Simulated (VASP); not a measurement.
# MgS (F-43m) in VASP: band structure with LDA

Aim: the band structure of MgS with LDA.

All numbers are computed with VASP 6.6.1; they aren't measurements. Logs are shortened: lines on timing, memory, paths and dates and some standing lists are left out, and cuts for length are marked.

### Step 1. Starting point

It takes space group F-43m (No. 216, cubic). Conventional cell: a = 5.584 Å, b = 5.584 Å, c = 5.584 Å, α = 90.00°, β = 90.00°, γ = 90.00°. Mg (site symmetry -43m) is surrounded by 4 S at 2.42 Å. S (site symmetry -43m) is surrounded by 4 Mg at 2.42 Å.

The cell was built by a generator and needn't be a form met in nature.

### Step 2. Band structure, LDA

The input, INCAR:

```
SYSTEM = MgS
PREC = Accurate ; ENCUT = 520
EDIFF = 1E-7 ; ISMEAR = 0
SIGMA = 0.02 ; LREAL = .False.
LASPH = .True. ; NELM = 80
ALGO = Normal ; ISIF = 2
LWAVE = .False. ; LCHARG = .False.
GGA = CA
```

The input, KPOINTS:

```
Automatic mesh
0
Gamma
  8 8 8
  0 0 0
```

The input, POSCAR:

```
MgS                                     
1.0
    0.0000000000      2.7922022812      2.7922022812
    2.7922022812      0.0000000000      2.7922022812
    2.7922022812      2.7922022812      0.0000000000
  Mg              S             
     1     1
Direct
     0.0000000000000000    0.0000000000000000    0.0000000000000000
     0.2500000000000000    0.2500000000000000    0.2500000000000000
```

The input, KPOINTS_OPT:

```
path GXWKGLUWLK,UX
10
line-mode
reciprocal
 0.0000000000  0.0000000000  0.0000000000  G
 0.5000000000  0.0000000000  0.5000000000  X

 0.5000000000  0.0000000000  0.5000000000  X
 0.5000000000  0.2500000000  0.7500000000  W

 0.5000000000  0.2500000000  0.7500000000  W
 0.3750000000  0.3750000000  0.7500000000  K

 0.3750000000  0.3750000000  0.7500000000  K
 0.0000000000  0.0000000000  0.0000000000  G

 0.0000000000  0.0000000000  0.0000000000  G
 0.5000000000  0.5000000000  0.5000000000  L

 0.5000000000  0.5000000000  0.5000000000  L
 0.6250000000  0.2500000000  0.6250000000  U

 0.6250000000  0.2500000000  0.6250000000  U
 0.5000000000  0.2500000000  0.7500000000  W

 0.5000000000  0.2500000000  0.7500000000  W
 0.5000000000  0.5000000000  0.5000000000  L

 0.5000000000  0.5000000000  0.5000000000  L
 0.3750000000  0.3750000000  0.7500000000  K

 0.6250000000  0.2500000000  0.6250000000  U
 0.5000000000  0.0000000000  0.5000000000  X
```

Potentials or basis: VASP PAW LDA potentials, release 64 (Mg, S).

On the command line:

```sh
$ cat potpaw_LDA.64/Mg/POTCAR potpaw_LDA.64/S/POTCAR > POTCAR
$ mpirun -np 1 vasp_std > vasp.out
```

OUTCAR:

```text
SYSTEM = MgS
   PREC = Accurate
   ENCUT = 520
   EDIFF = 1E-7
   ISMEAR = 0
   LREAL = .False.
   LASPH = .True.
   NELM = 80
   ISIF = 2
   GGA = CA

 ion  position               nearest neighbor table
   1  0.000  0.000  0.000-   2 2.42   2 2.42   2 2.42   2 2.42
   2  0.250  0.250  0.250-   1 2.42   1 2.42   1 2.42   1 2.42

  LATTYP: Found a face centered cubic cell.
 ALAT       =     5.5844045624

  Lattice vectors:

 A1 = (   0.0000000000,   2.7922022812,   2.7922022812)
 A2 = (   2.7922022812,   0.0000000000,   2.7922022812)
 A3 = (   2.7922022812,   2.7922022812,   0.0000000000)

Analysis of symmetry for initial positions (statically):
=====================================================================
 Subroutine PRICEL returns:
 Original cell was already a primitive cell.

 Routine SETGRP: Setting up the symmetry group for a
 face centered cubic supercell.

 Subroutine GETGRP returns: Found 24 space group operations
 (whereof 24 operations were pure point group operations)
 out of a pool of 48 trial point group operations.

The static configuration has the point symmetry T_d .

Analysis of symmetry for dynamics (positions and initial velocities):
=====================================================================
 Subroutine PRICEL returns:
 Original cell was already a primitive cell.

 Routine SETGRP: Setting up the symmetry group for a
 face centered cubic supercell.

 Subroutine GETGRP returns: Found 24 space group operations
 (whereof 24 operations were pure point group operations)
 out of a pool of 48 trial point group operations.

The dynamic configuration has the point symmetry T_d .

 Subroutine INISYM returns: Found 24 space group operations
 (whereof 24 operations are pure point group operations),
 and found     1 'primitive' translations

----------------------------------------------------------------------------------------

                                     Primitive cell

  volume of cell :      43.5382

  direct lattice vectors                    reciprocal lattice vectors
     0.000000000  2.792202281  2.792202281    -0.179070121  0.179070121  0.179070121
     2.792202281  0.000000000  2.792202281     0.179070121 -0.179070121  0.179070121
     2.792202281  2.792202281  0.000000000     0.179070121  0.179070121 -0.179070121

  length of vectors
     3.948770335  3.948770335  3.948770335     0.310158547  0.310158547  0.310158547

  position of ions in fractional coordinates (direct lattice)
     0.000000000  0.000000000  0.000000000
     0.250000000  0.250000000  0.250000000

  ion indices of the primitive-cell ions
   primitive index   ion index
                 1           1
                 2           2

----------------------------------------------------------------------------------------

 KPOINTS: Automatic mesh

Automatic generation of k-mesh.
 Grid dimensions read from file:
 generate k-points for:    8    8    8

 Generating k-lattice:

  Cartesian coordinates                     Fractional coordinates (reciprocal lattice)
    -0.022383765  0.022383765  0.022383765     0.125000000  0.000000000  0.000000000
     0.022383765 -0.022383765  0.022383765     0.000000000  0.125000000  0.000000000
     0.022383765  0.022383765 -0.022383765     0.000000000  0.000000000  0.125000000

  Length of vectors
     0.038769818  0.038769818  0.038769818

  Shift w.r.t. Gamma in fractional coordinates (k-lattice)
     0.000000000  0.000000000  0.000000000

 Subroutine IBZKPT returns following result:
 ===========================================

 Found     29 irreducible k-points:

 Following reciprocal coordinates:
            Coordinates               Weight
  0.000000  0.000000  0.000000      1.000000
  0.125000  0.000000  0.000000      8.000000
  0.250000  0.000000  0.000000      8.000000
  0.375000  0.000000  0.000000      8.000000
  0.500000  0.000000  0.000000      4.000000
  0.125000  0.125000  0.000000      6.000000
[... 16 lines left out ...]
  0.500000  0.250000  0.125000     48.000000
 -0.375000  0.250000  0.125000     24.000000
 [... further k-points ...]
   k-points           NKPTS =     29   k-points in BZ     NKDIM =     29   number of bands    NBANDS=      8
   number of dos      NEDOS =    301   number of ions     NIONS =      2
   total plane-waves  NPLWV =  27000
   dimension x,y,z NGX =    30 NGY =   30 NGZ =   30
   dimension x,y,z NGXF=    60 NGYF=   60 NGZF=   60
   ions per type =               1   1
   NGX,Y,Z   is equivalent  to a cutoff of  12.63, 12.63, 12.63 a.u.
   NGXF,Y,Z  is equivalent  to a cutoff of  25.26, 25.26, 25.26 a.u.
 SYSTEM =  MgS
   PREC   = accura    normal or accurate (medium, high low for compatibility)
   ISTART =      0    job   : 0-new  1-cont  2-samecut
   ICHARG =      2    charge: 1-file 2-atom 10-const
   ISPIN  =      1    spin polarized calculation?
   LNONCOLLINEAR =      F non collinear calculations
   LSORBIT =      F    spin-orbit coupling
   LASPH  =      T    aspherical Exc in radial PAW
   ENCUT  =  520.0 eV  38.22 Ry    6.18 a.u.   7.34  7.34  7.34*2*pi/ulx,y,z
   NELM   =     80;   NELMIN=  2; NELMDL= -5     # of ELM steps
   EDIFF  = 0.1E-06   stopping-criterion for ELM
   LREAL  =      F    real-space projection
   EDIFFG = 0.1E-05   stopping-criterion for IOM
   NSW    =      0    number of steps for IOM
   IBRION =     -1    ionic relax: 0-MD 1-quasi-New 2-CG
   NFREE  =      0    steps in history (QN), initial steepest desc. (CG)
   ISIF   =      2    stress and relaxation
   ISYM   =      2    0-nonsym 1-usesym 2-fastsym
   POTIM  = 0.5000    time-step for ionic-motion
   TEBEG  =    0.0;   TEEND  =   0.0 temperature during run
   PSTRESS=    0.0 pullay stress
   NELECT =       8.0000    total number of electrons
   NUPDOWN=      -1.0000    fix difference up-down
   EMIN   =  10.00;   EMAX   =-10.00  energy-range for DOS
   EFERMI =   0.00;   METHOD = LEGACY
   ISMEAR =     0;   SIGMA  =   0.02  broadening in eV -4-tet -1-fermi 0-gaus
   EFERMI_NEDOS =   21; number of points for ismear=-14 and -15
   IALGO  =     38    algorithm
   IMIX   =      4    mixing-type and parameters
     AMIX     =   0.40;   BMIX     =  1.00
     AMIX_MAG =   1.60;   BMIX_MAG =  1.00
  volume/ion in A,a.u.               =      21.77       146.91
  Fermi-wavevector in a.u.,A,eV,Ry     =   0.930711  1.758788 11.785666  0.866222
  Thomas-Fermi vector in A             =   2.057127
   LORBIT       =      0    0 simple, 1 ext, 2 COOP (PROOUT), +10 PAW based schemes
   GGA     = CA    functional components
   LHFCALC =     F    Hartree Fock is set to
   AEXX    =    0.0000 exact exchange contribution
   IVDW    =     0    specifies the selected vdW correction
   LEPSILON=     F    determine dielectric tensor
   LRPA    =     F    only Hartree local field effects (RPA)
 non-spin polarized calculation
 Gauss-broadening in eV      SIGMA  =   0.02
  energy-cutoff  :      520.00
  volume of cell :       43.54
 maximum number of plane-waves:      1211
 NGX is ok and might be reduce to    30
   NGX = 15   NGY = 15   NGZ = 15

 number of electron       8.0000000 magnetization

 Free energy of the ion-electron system (eV)
  ---------------------------------------------------
  ext. energy  EPLUGINS =         0.00000000
  ---------------------------------------------------
  free energy    TOTEN  =        -9.39380135 eV

  energy without entropy =       -9.39380135  energy(sigma->0) =       -9.39380135

 E-fermi :   1.3043     XC(G=0):  -8.9194

 val. band max:        1.1602398048   @ k =   0.0000   0.0000   0.0000
 cond. band min:       4.5630665890   @ k =   0.0000   0.0000   0.0000
 fundamental gap:      3.4028267843
 Fermi energy:         1.3042829277

 k-point     1 :       0.0000    0.0000    0.0000
  band No.  band energies     occupation
      1     -10.2193      2.00000
      2       1.1602      2.00000
      3       1.1602      2.00000
      4       1.1602      2.00000
      5       4.5631      0.00000
      6       9.0326      0.00000
      7       9.0326      0.00000
      8       9.0326      0.00000

 k-point     2 :       0.1250    0.0000    0.0000
  band No.  band energies     occupation
      1     -10.1223      2.00000
      2       0.4255      2.00000
      3       1.1033      2.00000
      4       1.1033      2.00000
      5       5.2532      0.00000
      6       8.8480      0.00000
      7       9.2174      0.00000
      8       9.2174      0.00000

 k-point     3 :       0.2500    0.0000    0.0000
  band No.  band energies     occupation
      1      -9.8697      2.00000
      2      -0.8252      2.00000
      3       0.9753      2.00000
      4       0.9753      2.00000
      5       6.0914      0.00000
      6       8.9249      0.00000
      7       9.2414      0.00000
      8       9.2414      0.00000

 k-point     4 :       0.3750    0.0000    0.0000
  band No.  band energies     occupation
      1      -9.5836      2.00000
      2      -1.8168      2.00000
      3       0.8587      2.00000
      4       0.8587      2.00000
      5       6.2224      0.00000
      6       8.8579      0.00000
      7       8.8579      0.00000
      8       9.5083      0.00000

 k-point     5 :       0.5000    0.0000    0.0000
  band No.  band energies     occupation
      1      -9.4523      2.00000
      2      -2.1956      2.00000
      3       0.8132      2.00000
      4       0.8132      2.00000
      5       6.1789      0.00000
      6       8.6781      0.00000
      7       8.6781      0.00000
      8       9.7287      0.00000

 k-point     6 :       0.1250    0.1250    0.0000
  band No.  band energies     occupation
      1     -10.0901      2.00000
      2       0.4301      2.00000
      3       0.9642      2.00000
      4       0.9642      2.00000
      5       5.4863      0.00000
      6       8.4734      0.00000
      7       9.4783      0.00000
      8       9.4783      0.00000

 k-point     7 :       0.2500    0.1250    0.0000
  band No.  band energies     occupation
      1      -9.8891      2.00000
      2      -0.5000      2.00000
      3       0.7865      2.00000
      4       0.8261      2.00000
      5       6.2790      0.00000
      6       8.2337      0.00000
      7       9.1660      0.00000
      8       9.7867      0.00000
[... 133 lines left out ...]
 k-point    20 :      -0.3750    0.3750    0.0000
  band No.  band energies     occupation
      1      -9.2186      2.00000
      2      -1.4880      2.00000
      3      -0.8765      2.00000
      4       0.2881      2.00000
      5       5.7796      0.00000
      6       8.0719      0.00000
      7      10.7972      0.00000
      8      11.3138      0.00000

 k-point    21 :       0.5000    0.5000    0.0000
  band No.  band energies     occupation
      1      -9.2042      2.00000
      2      -1.8435      2.00000
      3       0.0524      2.00000
      4       0.0524      2.00000
      5       4.7820      0.00000
      6       6.6443      0.00000
      7      12.4484      0.00000
      8      13.5019      0.00000

 k-point    22 :       0.3750    0.2500    0.1250
  band No.  band energies     occupation
      1      -9.6733      2.00000
      2      -1.0393      2.00000
      3       0.2465      2.00000
      4       0.7554      2.00000
      5       6.8025      0.00000
      6       8.0586      0.00000
      7       8.6314      0.00000
      8      10.3434      0.00000

 k-point    23 :       0.5000    0.2500    0.1250
  band No.  band energies     occupation
      1      -9.4347      2.00000
      2      -1.5811      2.00000
      3      -0.1282      2.00000
      4       0.5647      2.00000
      5       7.0180      0.00000
      6       7.8661      0.00000
      7       9.0225      0.00000
      8      10.1733      0.00000

 k-point    24 :      -0.3750    0.2500    0.1250
  band No.  band energies     occupation
      1      -9.3278      2.00000
      2      -1.8176      2.00000
      3      -0.2384      2.00000
      4       0.4624      2.00000
      5       7.0735      0.00000
      6       7.5782      0.00000
      7       9.9318      0.00000
      8       9.9517      0.00000

 [... further k-points ...]
[... 5 lines left out ...]
  --------------------------------------------------------------------------------------
  -------------------------------------------------------------------------------------
  Total       -0.0064320     -0.0064320     -0.0064320      0.0000000      0.0000000      0.0000000
  in kB       -0.2366945     -0.2366945     -0.2366945      0.0000000      0.0000000      0.0000000
  external PRESSURE =      -0.2366945 kB  Pullay stress =       0.0000000 kB

 VOLUME and BASIS-vectors are now :
 -----------------------------------------------------------------------------
  energy-cutoff  :      520.00
  volume of cell :       43.54
      direct lattice vectors                 reciprocal lattice vectors
     0.000000000  2.792202281  2.792202281    -0.179070121  0.179070121  0.179070121
     2.792202281  0.000000000  2.792202281     0.179070121 -0.179070121  0.179070121
     2.792202281  2.792202281  0.000000000     0.179070121  0.179070121 -0.179070121

 POSITION                                       TOTAL-FORCE (eV/Angst)
 -----------------------------------------------------------------------------------
      0.00000      0.00000      0.00000        -0.000000     -0.000000     -0.000000
      1.39610      1.39610      1.39610         0.000000      0.000000      0.000000
 -----------------------------------------------------------------------------------
    total drift:                               -0.000000     -0.000000     -0.000000

  FREE ENERGIE OF THE ION-ELECTRON SYSTEM (eV)
  ---------------------------------------------------
  free  energy   TOTEN  =        -9.3938013502 eV

  energy  without entropy=       -9.3938013502  energy(sigma->0) =       -9.39380135
```

Wall time 15 s (1 thread of AMD EPYC 9R14 (Zen 4), shared host); peak memory 0.13 GiB.

What came out:

```yaml
Free_energy: -9.3938 eV
Pressure: 0.0 GPa
Band_gap_on_the_k_mesh: 3.40 eV, direct
Band_gap_along_the_path: 3.40 eV, direct
```

Levels at the corners of the path, in eV from the valence-band top:
```tsv
point	band 1	band 2	band 3	band 4	band 5	band 6	band 7	band 8
Γ	-11.38	0.00	0.00	0.00	3.40	7.87	7.87	7.87
X	-10.36	-3.00	-1.11	-1.11	3.62	5.48	11.29	12.34
X	-10.36	-3.00	-1.11	-1.11	3.62	5.48	11.29	12.34
W	-10.35	-2.44	-1.99	-1.45	5.37	8.00	8.07	8.48
W	-10.35	-2.44	-1.99	-1.45	5.37	8.00	8.07	8.48
K	-10.38	-2.65	-2.04	-0.87	4.62	6.91	9.64	10.15
K	-10.38	-2.65	-2.04	-0.87	4.62	6.91	9.64	10.15
Γ	-11.38	0.00	0.00	0.00	3.40	7.87	7.87	7.87
Γ	-11.38	0.00	0.00	0.00	3.40	7.87	7.87	7.87
L	-10.61	-3.36	-0.35	-0.35	5.02	7.52	7.52	8.57
L	-10.61	-3.36	-0.35	-0.35	5.02	7.52	7.52	8.57
U	-10.38	-2.65	-2.04	-0.87	4.62	6.91	9.64	10.15
U	-10.38	-2.65	-2.04	-0.87	4.62	6.91	9.64	10.15
W	-10.35	-2.44	-1.99	-1.45	5.37	8.00	8.07	8.48
W	-10.35	-2.44	-1.99	-1.45	5.37	8.00	8.07	8.48
L	-10.61	-3.36	-0.35	-0.35	5.02	7.52	7.52	8.57
L	-10.61	-3.36	-0.35	-0.35	5.02	7.52	7.52	8.57
K	-10.38	-2.65	-2.04	-0.87	4.62	6.91	9.64	10.15
U	-10.38	-2.65	-2.04	-0.87	4.62	6.91	9.64	10.15
X	-10.36	-3.00	-1.11	-1.11	3.62	5.48	11.29	12.34
```
